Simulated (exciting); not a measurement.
# MgB2 (P6/mmm) in exciting: reference runs

Reference runs on MgB2: the cell as given.

All numbers are computed with exciting (release sodium); they aren't measurements. Logs are shortened: lines on timing, memory, paths and dates and some standing lists are left out, and cuts for length are marked.

## 1. Starting point

The structure is hexagonal, space group P6/mmm (No. 191). Conventional cell: a = 3.085 Å, b = 3.085 Å, c = 3.523 Å, α = 90.00°, β = 90.00°, γ = 120.00°. Mg (site symmetry 6/mmm) is surrounded by 12 B at 2.51 Å. B (site symmetry -6m2) is surrounded by 3 B at 1.78 Å.

## 2. Single point, PBEsol

Input file input.xml:

```xml
<input>
  <title>MgB2</title>
  <structure speciespath="./" tshift="false">
    <crystal scale="1">
      <basevect>5.829805094471 0.000000000000 0.000000000000</basevect>
      <basevect>-2.914902547235 5.048759310971 0.000000000000</basevect>
      <basevect>0.000000000000 0.000000000000 6.657505137057</basevect>
    </crystal>
    <species speciesfile="Mg.xml" rmt="2">
      <atom coord="0.000000000000 0.000000000000 0.000000000000"/>
    </species>
    <species speciesfile="B.xml" rmt="1.45">
      <atom coord="0.666666666700 0.333333333300 0.500000000000"/>
      <atom coord="0.333333333300 0.666666666700 0.500000000000"/>
    </species>
  </structure>
  <groundstate do="fromscratch" ngridk="10 10 8" rgkmax="7" gmaxvr="14" lmaxapw="10" lmaxmat="10" lmaxvr="8" xctype="GGA_PBE_SOL" stype="Fermi Dirac" swidth="0.00183747" nempty="12" ValenceRelativity="iora*" epsengy="1e-05" epspot="1e-05" maxscl="60" tforce="true" outputlevel="normal"/>
  <properties>
    <chargedensityplot>
      <plot3d>
        <box grid="16 16 18">
          <origin coord="0 0 0"/>
          <point coord="1 0 0"/>
          <point coord="0 1 0"/>
          <point coord="0 0 1"/>
        </box>
      </plot3d>
    </chargedensityplot>
    <elfplot>
      <plot3d>
        <box grid="16 16 18">
          <origin coord="0 0 0"/>
          <point coord="1 0 0"/>
          <point coord="0 1 0"/>
          <point coord="0 0 1"/>
        </box>
      </plot3d>
    </elfplot>
    <exccplot>
      <plot3d>
        <box grid="16 16 18">
          <origin coord="0 0 0"/>
          <point coord="1 0 0"/>
          <point coord="0 1 0"/>
          <point coord="0 0 1"/>
        </box>
      </plot3d>
    </exccplot>
  </properties>
</input>
```

Potentials or basis: all-electron LAPW+lo, shipped species files, valence relativity iora*.

Started as:

```
OMP_NUM_THREADS=1 exciting_smp
```

INFO.OUT:

```text
================================================================================
EXCITING SODIUM started
[... 10 lines left out ...]

 Lattice vectors (cartesian) :
      5.8298050945      0.0000000000      0.0000000000
     -2.9149025472      5.0487593110      0.0000000000
      0.0000000000      0.0000000000      6.6575051371

 Reciprocal lattice vectors (cartesian) :
      1.0777693603      0.6222504303     -0.0000000000
      0.0000000000      1.2445008605      0.0000000000
      0.0000000000     -0.0000000000      0.9437747591

 Unit cell volume                           :     195.9522311209
 Brillouin zone volume                      :       1.2658708300

 Species :    1 (Mg)
     parameters loaded from                 :    Mg.xml
     name                                   :    magnesium
     nuclear charge                         :     -12.00000000
     electronic charge                      :      12.00000000
     atomic mass                            :   44305.30463000
     muffin-tin radius                      :       2.00000000
     # of radial points in muffin-tin       :     300

     atomic positions (lattice) :
       1 :   0.00000000  0.00000000  0.00000000

 Species :    2 (B)
     parameters loaded from                 :    B.xml
     name                                   :    boron
     nuclear charge                         :      -5.00000000
     electronic charge                      :       5.00000000
     atomic mass                            :   19707.24741000
     muffin-tin radius                      :       1.45000000
     # of radial points in muffin-tin       :     250

     atomic positions (lattice) :
       1 :   0.66666667  0.33333333  0.50000000
       2 :   0.33333333  0.66666667  0.50000000

 Total number of atoms per unit cell        :       3

 Spin treatment                             :    spin-unpolarised

 Number of Bravais lattice symmetries       :      24
 Number of crystal symmetries               :      24

 k-point grid                               :      10   10    8
 Total number of k-points                   :      70
 k-point set is reduced with crystal symmetries

 R^MT_min * |G+k|_max (rgkmax)              :       7.00000000
 Species with R^MT_min                      :       2 (B)
 Maximum |G+k| for APW functions            :       4.82758621
 Maximum |G| for potential and density      :      14.00000000

 G-vector grid sizes                        :      27    27    30
 Total number of G-vectors                  :    9095

 Maximum angular momentum used for
     APW functions                          :      10
     computing H and O matrix elements      :      10
     potential and density                  :       8
     inner part of muffin-tin               :       2

 Total nuclear charge                       :     -22.00000000
 Total electronic charge                    :      22.00000000
 Total core charge                          :       6.00000000
 Total valence charge                       :      16.00000000

 Number of empty states                     :      12
 Total number of valence states             :      21

 Maximum Hamiltonian size                   :     402
 Maximum number of plane-waves              :     386
 Total number of local-orbitals             :      16

 Exchange-correlation type                  :      22
     PBEsol, Phys. Rev. Lett. 100, 136406 (2008)
     Generalised gradient approximation (GGA)

 Smearing scheme                            :    Fermi-Dirac
 Smearing width                             :       0.00183747

 Using multisecant Broyden potential mixing
[... 6 lines left out ...]
* Groundstate module started                                                   *
********************************************************************************
 Output level for this task is set to normal

++++++++++++++++++++++++++++++++++++++++++++++++++++++++++++++++++++++++++++++++
[... 5 lines left out ...]
+ SCF iteration number :    1                                                  +
++++++++++++++++++++++++++++++++++++++++++++++++++++++++++++++++++++++++++++++++
 Total energy                               :      -249.25287052
 _______________________________________________________________
 Fermi energy                               :         0.22668454
 Kinetic energy                             :       249.43867630
 Coulomb energy                             :      -474.68220206
 Exchange energy                            :       -23.09396647
 Correlation energy                         :        -0.91537829
[... 280 lines left out ...]
 RMS change in effective potential (target) :  0.797481E-02  ( 0.100000E-04)
 Absolute change in total energy   (target) :  0.307712E-02  ( 0.100000E-04)
 Charge distance                   (target) :  0.294343E-03  ( 0.100000E-04)
 Abs. change in max-nonIBS-force   (target) :   0.00000      ( 0.500000E-04)

++++++++++++++++++++++++++++++++++++++++++++++++++++++++++++++++++++++++++++++++
[... 9 further cycles ...]
+ SCF iteration number :   20                                                  +
++++++++++++++++++++++++++++++++++++++++++++++++++++++++++++++++++++++++++++++++
 Total energy                               :      -249.37829220
 _______________________________________________________________
 Fermi energy                               :         0.26143568
 Kinetic energy                             :       249.21358222
 Coulomb energy                             :      -474.65141728
 Exchange energy                            :       -23.01759808
 Correlation energy                         :        -0.92285907

 DOS at Fermi energy (states/Ha/cell)       :        21.13101511
[... 283 lines left out ...]
 RMS change in effective potential (target) :  0.128012E-07  ( 0.100000E-04)
 Absolute change in total energy   (target) :  0.626188E-06  ( 0.100000E-04)
 Charge distance                   (target) :  0.648542E-08  ( 0.100000E-04)
 Abs. change in max-nonIBS-force   (target) :   0.00000      ( 0.500000E-04)

++++++++++++++++++++++++++++++++++++++++++++++++++++++++++++++++++++++++++++++++
| Convergency criteria checked for the last 2 iterations                       +
| Convergence targets achieved. Performing final SCF iteration                 +
++++++++++++++++++++++++++++++++++++++++++++++++++++++++++++++++++++++++++++++++
 Total energy                               :      -249.37813274
 _______________________________________________________________
 Fermi energy                               :         0.26124371
 Kinetic energy                             :       249.21179828
 Coulomb energy                             :      -474.64928121
 Exchange energy                            :       -23.01782353
 Correlation energy                         :        -0.92282628

 DOS at Fermi energy (states/Ha/cell)       :        20.82839055

 Electron charges :
     core                                   :         6.00000000
     core leakage                           :         0.00157166
     valence                                :        16.00000000
     interstitial                           :         5.23644696
     charge in muffin-tin spheres :
                  atom     1    Mg          :        10.36070407
                  atom     2     B          :         3.20142448
                  atom     3     B          :         3.20142448
     total charge in muffin-tins            :        16.76355304
     total charge                           :        22.00000000

++++++++++++++++++++++++++++++++++++++++++++++++++++++++++++++++++++++++++++++++
+ Self-consistent loop stopped                                                 +
++++++++++++++++++++++++++++++++++++++++++++++++++++++++++++++++++++++++++++++++
 STATE.OUT is written

--------------------------------------------------------------------------------
- Writing atomic positions and forces                                          -
--------------------------------------------------------------------------------

 Atomic positions (lattice) :
 atom     1  Mg  :     0.00000000    0.00000000    0.00000000
 atom     2   B  :     0.66666667    0.33333333    0.50000000
 atom     3   B  :     0.33333333    0.66666667    0.50000000

 Total atomic forces including IBS (cartesian) :
 atom     1  Mg  :     0.00000000   -0.00000000    0.00000000
 atom     2   B  :     0.00000000    0.00000000    0.00000000
 atom     3   B  :    -0.00000000   -0.00000000    0.00000000

 Atomic force components including IBS (cartesian) :
 atom     1  Mg  :     0.00000000    0.00000000    0.00000000   HF force
                 :     0.00000000    0.00000000    0.00000000   core correction
                 :     0.00000000   -0.00000000    0.00000000   IBS correction
 atom     2   B  :    -0.00000000   -0.00000000    0.00000000   HF force
                 :    -0.00000000    0.00000000    0.00000000   core correction
                 :    -0.00000000    0.00000000    0.00000000   IBS correction
 atom     3   B  :     0.00000000    0.00000000    0.00000000   HF force
                 :     0.00000000   -0.00000000    0.00000000   core correction
                 :     0.00000000   -0.00000000    0.00000000   IBS correction

********************************************************************************
* Groundstate module stopped                                                   *
********************************************************************************

--------------------------------------------------------------------------------
- CAUTION! Warnings have been written in file WARNING.OUT !                    -
--------------------------------------------------------------------------------
================================================================================
| EXCITING SODIUM stopped                                                      =
================================================================================
```

Wall time 7 min (1 thread of Intel Xeon Platinum 8488C (Sapphire Rapids), shared host); peak memory 0.16 GiB.

Results:

* Free energy: -6785.9310 eV
* Band gap on the k mesh: none (metal or under the smearing width)
* All electrons inside the program's atomic spheres: Mg 10.36; B 3.20 (radii Mg 2.0, B 1.45 bohr)

Caveat: the log's total energy holds no entropy term; the free energy is that total less TS from the occupations.
